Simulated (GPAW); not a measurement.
# TiCo (Pm-3m) in GPAW: single point with LDA

Aim: the single point of TiCo with LDA.

All numbers are computed with GPAW 26.7.0; they aren't measurements. Logs are shortened: lines on timing, memory, paths and dates and some standing lists are left out, and cuts for length are marked. The log counts tension as positive stress, the text compression.

## 1. The crystal as given

It takes space group Pm-3m (No. 221, cubic). Conventional cell: a = 2.986 Å, b = 2.986 Å, c = 2.986 Å, α = 90.00°, β = 90.00°, γ = 90.00°. Co (site symmetry m-3m) is surrounded by 8 Ti at 2.59 Å. Ti (site symmetry m-3m) has 8 Co at 2.59 Å as nearest neighbours.

The cell comes from a database or a generator and needn't be the stable form of this composition.

## 2. Single point, LDA, collinear spin, ferromagnetic start

File run.py:

```python
from ase.dft.bandgap import bandgap
from ase.io import read, write
from ase.units import GPa
from gpaw import GPAW, PW

atoms = read('TiCo.xyz')
atoms.set_initial_magnetic_moments([3.0, 2.0])

calc = GPAW(mode=PW(500),
            xc='LDA',
            kpts={'size': (7, 7, 7), 'gamma': True},
            occupations={'name': 'fermi-dirac', 'width': 0.05},
            nbands=23,
            maxiter=120,
            txt='gpaw.txt')
atoms.calc = calc
energy = atoms.get_potential_energy()
forces = atoms.get_forces()
stress = atoms.get_stress()
calc.write('gs.gpw')
write('result.traj', atoms)
print(f'Energy: {energy:.6f} eV')
print('Forces (eV/A):')
print(forces.round(4))
print('Stress (GPa):', (stress / GPa).round(3))
print('Moments:', calc.get_magnetic_moments().round(3))
print('Fermi level:', round(calc.get_fermi_level(), 4), 'eV')
print(f'Gap: {bandgap(calc)[0]:.4f} eV, direct: {bandgap(calc, direct=True)[0]:.4f} eV')
```

File TiCo.xyz:

```xyz
2
Lattice="2.9861109900 0.0000000000 0.0000000000 0.0000000000 2.9861109900 0.0000000000 0.0000000000 0.0000000000 2.9861109900" Properties=species:S:1:pos:R:3 pbc="T T T"
Co     1.4930554950      1.4930554950      1.4930554950
Ti     0.0000000000      0.0000000000      0.0000000000
```

Potentials or basis: the program's PAW data sets (release 1.2.1) made for this functional, pw.

The run is started by

```bash
> OMP_NUM_THREADS=1 python run.py
```

gpaw.txt:

```text
__  _  _
 | _ |_)|_||  |
 |__||  | ||/\| - 26.7.0

Input parameters:
  mode=PW(ecut=500.0),
  kpts=MonkhorstPack(size=(7, 7, 7), gamma=True),
  maxiter=120,
  nbands=23,
  occupations=Occupations(name='fermi-dirac', width=0.05),
  xc=XC(name='LDA')

Diagonalizing LCAO Hamiltonian
Converting LCAO to pw mode
   .------.
  /|      |
 * |      |
 | | Co   |
 | .------.
 |/      /
 Ti-----*

Atoms  # Å, Bohr magnetons
|   | symbol |        x |        y |        z |    initial magnetic moments |
|---|--------|----------|----------|----------|-----------------------------|
| 0 |     Co | 1.493055 | 1.493055 | 1.493055 | ( 0.0000,  0.0000,  3.0000) |
| 1 |     Ti | 0.000000 | 0.000000 | 0.000000 | ( 0.0000,  0.0000,  2.0000) |

Unit cell  # Å
| periodic |        x |        y |        z |  lengths |    angles |
|----------|----------|----------|----------|----------|-----------|
|      yes | 2.986111 | 0.000000 | 0.000000 | 2.986111 | 90.000000 |
|      yes | 0.000000 | 2.986111 | 0.000000 | 2.986111 | 90.000000 |
|      yes | 0.000000 | 0.000000 | 2.986111 | 2.986111 | 90.000000 |

Number of symmetries: 48
Symmetry operations  # r_c * U_cc + t_c -> r_c
|    | kind |            matrix            |
|----|------|------------------------------|
|  0 |  E   |  1, 0, 0,  0, 1, 0,  0, 0, 1 |
|  1 |  σ   |  1, 0, 0,  0, 1, 0,  0, 0,-1 |
|  2 |  σ   |  1, 0, 0,  0, 0, 1,  0, 1, 0 |
|  3 |  C4  |  1, 0, 0,  0, 0, 1,  0,-1, 0 |
|  4 |  C4  |  1, 0, 0,  0, 0,-1,  0, 1, 0 |
|  5 |  σ   |  1, 0, 0,  0, 0,-1,  0,-1, 0 |
|  6 |  σ   |  1, 0, 0,  0,-1, 0,  0, 0, 1 |
|  7 |  C2  |  1, 0, 0,  0,-1, 0,  0, 0,-1 |
|  8 |  σ   |  0, 1, 0,  1, 0, 0,  0, 0, 1 |
|  9 |  C2  |  0, 1, 0,  1, 0, 0,  0, 0,-1 |
| 10 |  C3  |  0, 1, 0,  0, 0, 1,  1, 0, 0 |
| 11 |  S6  |  0, 1, 0,  0, 0, 1, -1, 0, 0 |
| 12 |  S6  |  0, 1, 0,  0, 0,-1,  1, 0, 0 |
| 13 |  C3  |  0, 1, 0,  0, 0,-1, -1, 0, 0 |
| 14 |  C4  |  0, 1, 0, -1, 0, 0,  0, 0, 1 |
| 15 |  S4  |  0, 1, 0, -1, 0, 0,  0, 0,-1 |
| 16 |  C3  |  0, 0, 1,  1, 0, 0,  0, 1, 0 |
| 17 |  S6  |  0, 0, 1,  1, 0, 0,  0,-1, 0 |
| 18 |  σ   |  0, 0, 1,  0, 1, 0,  1, 0, 0 |
| 19 |  C4  |  0, 0, 1,  0, 1, 0, -1, 0, 0 |
| 20 |  C2  |  0, 0, 1,  0,-1, 0,  1, 0, 0 |
| 21 |  S4  |  0, 0, 1,  0,-1, 0, -1, 0, 0 |
| 22 |  S6  |  0, 0, 1, -1, 0, 0,  0, 1, 0 |
| 23 |  C3  |  0, 0, 1, -1, 0, 0,  0,-1, 0 |
| 24 |  S6  |  0, 0,-1,  1, 0, 0,  0, 1, 0 |
| 25 |  C3  |  0, 0,-1,  1, 0, 0,  0,-1, 0 |
| 26 |  C4  |  0, 0,-1,  0, 1, 0,  1, 0, 0 |
| 27 |  σ   |  0, 0,-1,  0, 1, 0, -1, 0, 0 |
| 28 |  S4  |  0, 0,-1,  0,-1, 0,  1, 0, 0 |
| 29 |  C2  |  0, 0,-1,  0,-1, 0, -1, 0, 0 |
| 30 |  C3  |  0, 0,-1, -1, 0, 0,  0, 1, 0 |
| 31 |  S6  |  0, 0,-1, -1, 0, 0,  0,-1, 0 |
| 32 |  C4  |  0,-1, 0,  1, 0, 0,  0, 0, 1 |
| 33 |  S4  |  0,-1, 0,  1, 0, 0,  0, 0,-1 |
| 34 |  S6  |  0,-1, 0,  0, 0, 1,  1, 0, 0 |
| 35 |  C3  |  0,-1, 0,  0, 0, 1, -1, 0, 0 |
| 36 |  C3  |  0,-1, 0,  0, 0,-1,  1, 0, 0 |
| 37 |  S6  |  0,-1, 0,  0, 0,-1, -1, 0, 0 |
| 38 |  σ   |  0,-1, 0, -1, 0, 0,  0, 0, 1 |
| 39 |  C2  |  0,-1, 0, -1, 0, 0,  0, 0,-1 |
| 40 |  σ   | -1, 0, 0,  0, 1, 0,  0, 0, 1 |
| 41 |  C2  | -1, 0, 0,  0, 1, 0,  0, 0,-1 |
| 42 |  C2  | -1, 0, 0,  0, 0, 1,  0, 1, 0 |
| 43 |  S4  | -1, 0, 0,  0, 0, 1,  0,-1, 0 |
| 44 |  S4  | -1, 0, 0,  0, 0,-1,  0, 1, 0 |
| 45 |  C2  | -1, 0, 0,  0, 0,-1,  0,-1, 0 |
| 46 |  C2  | -1, 0, 0,  0,-1, 0,  0, 0, 1 |
| 47 |  i   | -1, 0, 0,  0,-1, 0,  0, 0,-1 |

BZ-sampling:
  Number of BZ points: 343
  Number of IBZ points: 20

  Monkhorst-Pack size: [7, 7, 7]
  Monkhorst-Pack shift: [0, 0, 0]

K-points  # in reciprocal-cell coordinates
|     |                                coordinates |     weight |
|-----|--------------------------------------------|------------|
|   0 | (  0.00000000,   0.00000000,   0.00000000) | 0.00291545 |
|   1 | (  0.14285714,   0.00000000,   0.00000000) | 0.01749271 |
|   2 | (  0.14285714,   0.14285714,   0.00000000) | 0.03498542 |
|   3 | (  0.14285714,   0.14285714,   0.14285714) | 0.02332362 |
|   4 | (  0.28571429,   0.00000000,   0.00000000) | 0.01749271 |
|   5 | (  0.28571429,   0.14285714,   0.00000000) | 0.06997085 |
|   6 | (  0.28571429,   0.14285714,   0.14285714) | 0.06997085 |
|   7 | (  0.28571429,   0.28571429,   0.00000000) | 0.03498542 |
|   8 | (  0.28571429,   0.28571429,   0.14285714) | 0.06997085 |
|   9 | (  0.28571429,   0.28571429,   0.28571429) | 0.02332362 |
| ... |                                            |            |
|  19 | (  0.42857143,   0.42857143,   0.42857143) | 0.02332362 |

Plane wave coefficients: 691
Cutoff: 500.0 eV

Spin-components: 2 (collinear spins)
Bands:           23
Projectors:      12
Spin-degeneracy: 1
Datatype:        complex128

Parallelization:
  kpt:    1
  domain: 1
  band:   1

Density:
  Valence electrons: 21.0
  Components: 2
  Grid points: [16 16 16]
  Charge: 0.0  # |e|

Potential:
  Grid points: [16 16 16]

species:
  Co:
    name:    Cobalt
    Z:       27.0
    valence: 9
    core:    18
    charge:  0.0  # [|e|]
    compensation charges:
      type: gauss
      rc: 0.32  # [Å]
      lmax: 2
    cutoffs:
      filter: 1.87  # [Å]
      core: 2.55  # [Å]
    projectors
    | kind |    occ | energy [eV] | rcut [Å] |
    |------|--------|-------------|----------|
    |   4s |  2.000 |      -5.672 |    1.005 |
    |   4p |  0.000 |      -1.387 |    1.058 |
    |   3d |  7.000 |      -8.461 |    1.005 |
    |    s |        |      21.539 |    1.005 |
    |    p |        |      25.825 |    1.058 |
    |    d |        |      18.750 |    1.005 |

    Using partial waves for Co as LCAO basis

  Ti:
    name:    Titanium
    Z:       22.0
    valence: 12
    core:    10
    charge:  0.0  # [|e|]
    compensation charges:
      type: gauss
      rc: 0.38  # [Å]
      lmax: 2
    cutoffs:
      filter: 2.23  # [Å]
      core: 1.02  # [Å]
    projectors
    | kind |    occ | energy [eV] | rcut [Å] |
    |------|--------|-------------|----------|
    |   3s |  2.000 |     -62.257 |    1.270 |
    |   4s |  2.000 |      -4.593 |    1.270 |
    |   3p |  6.000 |     -38.791 |    1.058 |
    |   4p |  0.000 |      -1.536 |    1.058 |
    |   3d |  2.000 |      -4.463 |    1.058 |
    |    d |        |      22.748 |    1.058 |

    Using partial waves for Ti as LCAO basis

Reference energy: -61012.215763  # eV

eigensolver:
  PPCG
  Converge bands: occupied
  niter=2

density mixing:
  MSR1-Mixer
  Pratt-step length: 0.05
  Maximum mixing coefficient: 0.75
  Old densities: 10
  SVD Regularization: 0.005
  Good broyden scale: 1.0
  Trust region scale: 1.0
  Backstep threshold: 4.0
  History deletion threshold: 6.0
  Fourier metric: weight=20.0, sigma=0.015

occupation numbers:
  Fermi-Dirac:
    width: 0.0500  # eV

poisson solver:
  ecut: 4000.0  # eV

xc functional:
  name: None

convergence criteria:
- Maximum [total energy] change in last 3 cyles: 0.0005 eV / valence electron
- Maximum integral of absolute [dens]ity change: 0.0001 electrons / valence electron
- Maximum integral of absolute [eigenst]ate change: 4e-08 eV^2 / valence electron
maximum number of iterations: 120

SCF iterations
|iter     | |      energy | eigst |  dens |  magmom |
|---------|-|-------------|-------|-------|---------|
|iter:   1| |  -17.048763 | +0.16 |       |  +5.0119|
|iter:   2| |  -16.671609 | -2.09 | -0.55 |  +4.8132|
|iter:   3| |  -17.019873 | -1.78 | -0.64 |  +3.7600|
|iter:   4| |  -17.448220 | -2.46 | -0.76 |  +2.1157|
|iter:   5| |  -17.628193 | -2.62 | -1.22 |  +0.7937|
|iter:   6| |  -17.595693 | -3.20 | -1.48 |  +0.7090|
|iter:   7| |  -17.596860 | -4.38 | -2.04 |  +0.6775|
|iter:   8| |  -17.598465c| -3.92 | -2.17 |  +0.6668|
|iter:   9| |  -17.598629c| -5.35 | -2.72 |  +0.6837|
|iter:  10| |  -17.598653c| -5.95 | -2.90 |  +0.6894|
|iter:  11| |  -17.598652c| -7.48c| -3.62 |  +0.6891|
|iter:  12| |  -17.598654c| -7.95c| -4.22c|  +0.6890|

Converged in 12 steps
Energy contributions relative to reference atoms: (reference = -61012.215763)

Energy contributions:
  Kinetic:          11.605538
  Coulomb:         -10.994825
  Zero:              0.057014
  External:          0.000000
  Xc:              -18.258558
  Entropy:          -0.015646
  Spinorbit:         0.000000
  ----------------------------
  Free energy:     -17.606477
  Extrapolated:    -17.598654

dipole moment: (-9.568105, -9.568105, -9.568105)  # |e|*Ang

Total magnetic moment: (0.000000, 0.000000, 0.689042)

Local magnetic moments
|        x |        y |        z |
|----------|----------|----------|
| 0.000000 | 0.000000 | 0.694208 |  # Co   0
| 0.000000 | 0.000000 | 0.000619 |  # Ti   1

Fermi level: 9.820
Eigenvalues  # (at kpt = [0.000, 0.000, 0.000])
| band index |      eig [eV] | occ [0-1] |      eig [eV] | occ [0-1] |
|------------|---------------|-----------|---------------|-----------|
|          0 |       -46.710 |     1.000 |       -46.707 |     1.000 |
|        ... |               |           |               |           |
|          2 |       -23.130 |     1.000 |       -23.128 |     1.000 |
|          3 |       -23.130 |     1.000 |       -23.128 |     1.000 |
|          4 |         2.153 |     1.000 |         2.205 |     1.000 |
|          5 |         5.815 |     1.000 |         6.231 |     1.000 |
|          6 |         5.815 |     1.000 |         6.231 |     1.000 |
|          7 |         8.109 |     1.000 |         8.575 |     1.000 |
[... 8 lines left out ...]
|         16 |        18.712 |     0.000 |        18.786 |     0.000 |
|         17 |        18.712 |     0.000 |        18.786 |     0.000 |
|        ... |               |           |               |           |
|         22 |        30.978 |     0.000 |        30.970 |     0.000 |

No gap
No difference between direct/indirect transitions

Forces  # eV/Ang
|        x |        y |       z |
|----------|----------|---------|
| -0.00000 | -0.00000 | 0.00000 |  # Co   0
| -0.00000 |  0.00000 | 0.00000 |  # Ti   1

Stress tensor  # eV/Ang^3
|        x |        y |        z |
|----------|----------|----------|
| 0.103909 | 0.000000 | 0.000000 |
| 0.000000 | 0.103909 | 0.000000 |
| 0.000000 | 0.000000 | 0.103909 |

# Writing to gs.gpw (mode='')
```

Wall time 12 s (1 thread of Arm Neoverse V2, shared host); peak memory 0.14 GiB.

Results:

```
Free energy            : -17.6065 eV
Pressure               : -16.6 GPa
Band gap on the k mesh : none (metal or under the smearing width)
Net moment             : 0.69 μB per cell
Site moments           : Co +0.69; Ti +0.00 μB
```

Caveat: the cutoff is short for stress and forces, so pressures can be off by a GPa or more; so large a pressure means that the cell lies far from this level's equilibrium, or that cutoff or potentials fall short.
